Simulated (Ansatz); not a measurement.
Ag under changes of volume

One of the cells (17.048 Å³/atom); the others are scaled copies at fixed shape and fractional positions:

```xyz
1
Lattice="0.0000 2.0427 2.0427 2.0427 0.0000 2.0427 2.0427 2.0427 0.0000" Properties=species:S:1:pos:R:3 pbc="T T T"
Ag    0.0000    0.0000    0.0000
```

- Program: Ansatz 0.2.0
- Functional: LDA
- Potentials or basis: Ansatz PAW
- Cutoff: 420 eV (not typed: the program's choice for these potentials)
- k mesh: 11 × 11 × 11
- Occupations: fermi-dirac, width 0.05 eV
- Spin: no spin polarisation

```csv
volume (Å³/atom),energy over the lowest point (meV/atom),pressure (GPa)
16.025,0.00,-0.4
16.366,?,?
16.707,13.52,-5.6
17.048,27.72,-7.6
17.389,45.94,-9.3
17.730,67.60,-10.8
18.071,92.13,-12.1
```

Problem. What does the run at 16.366 Å³/atom give?

Solution. Energy over the lowest point 4.04 meV/atom; pressure -3.2 GPa.

Worked out: A Birch-Murnaghan fit of order 3 (a polynomial in V^(-2/3)) to the other rows has its minimum at 15.97 Å³/atom, just outside them, with B0 = V·E''(V) = 144 GPa and B' = 6.1. It gives 4.01 meV/atom at 16.366 Å³/atom, against the run's 4.04, and -dE/dV = -3.2 GPa, against -3.2.

Energies are extrapolated to zero smearing.

Caveats: the PAW data sets come from PBE, with cores solved anew for the run's functional, which leaves a small shift of forces and pressure.
